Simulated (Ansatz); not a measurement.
**Re under pressure: fit and missing row**

Re, P6_3/mmc, a = 2.777 Å, c = 8.951 Å. Ansatz: PBE, PAW, 420 eV, Γ-centred 18×18×6 mesh on 4 atoms, Gaussian smearing 0.10 eV; no spin polarisation. Cell and atoms are relaxed at each pressure, and no other structure is tried, so the rows at high pressure may lie past a change of phase.

| V (Å³/atom) | P (GPa) |
| --- | --- |
| ? | 39.99 |
| 14.225 | 20.00 |
| 14.560 | 10.00 |
| 14.742 | 5.04 |
| 14.861 | 1.99 |
| 14.941 | 0.00 |
| 15.024 | -1.99 |

Task: Take V0 = 14.941 Å³/atom, fit the third-order Birch–Murnaghan form to the other rows, and predict the missing volume.

Result: With the Eulerian strain f = ½[(V0/V)^(2/3) − 1] and y = P/[3f(1 + 2f)^(5/2)], the form is the line y = B0 + 1.5 B0 (B0′ − 4) f. Rows (f, y): 0.01664, 369.2; 0.00868, 367.9; 0.00449, 365.9; 0.00179, 367.3; -0.00184, 363.8. Means f = 0.005952, y = 366.82; Σ(Δf)² = 0.0002019, ΣΔfΔy = 0.05126; the slope is their ratio. y = 365.3 + 254.0 f GPa, so B0 = 365.3 GPa and B0′ = 4 + 2 × (254.0)/(3 × 365.3) = 4.46. P = 39.99 GPa is met at f = 0.03077 (y = 373.12), so V = V0 (1 + 2f)^(−3/2) = 13.661 Å³/atom. The run gave 13.658 Å³/atom, so the fit is 0.003 Å³/atom too high, a small miss on the scale of the series. The form still works here, 91 % of the fitted range beyond its end.

Spin–orbit coupling is left out, which can shift energies with elements as heavy as these.